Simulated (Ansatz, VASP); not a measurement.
# ZnO (pbe) in VASP and in Ansatz

```
Zn O
1.0
     3.24940    0.00000    0.00000
    -1.62470    2.81406    0.00000
     0.00000    0.00000    5.20380
Zn O
2 2
Direct
  0.33333 0.66667 0.00000
  0.66667 0.33333 0.50000
  0.33333 0.66667 0.38300
  0.66667 0.33333 0.88300
```

Alike in both runs: task single point; functional PBE; k mesh 6 × 6 × 4; occupations gaussian, width 0.1 eV; no spin polarisation.

```csv
,VASP,Ansatz
version,VASP 6.6.1,Ansatz 0.2.0
potentials or method,"VASP PAW PBE potentials, release 64 (Zn, O)","scalar-relativistic, plane waves, PAW"
plane-wave cutoff (eV),520,420
valence electrons in the cell,36,36
```

Ansatz gave:

- gap on the k mesh at the Fermi level (eV): 0.80
- least direct gap on the mesh (eV): 0.80
- pressure (GPa): 5.0
- largest component of the traceless stress (GPa): 0.10
- rms of the force components (eV/Å): 0.035

Problem. Estimate VASP's values.

Solution. gap on the k mesh at the Fermi level (eV): 0.79; least direct gap on the mesh (eV): 0.79; pressure (GPa): 6.0; largest component of the traceless stress (GPa): 0.14; rms of the force components (eV/Å): 0.036.

Atom by atom the forces differ by 0.001 eV/Å (rms over components).
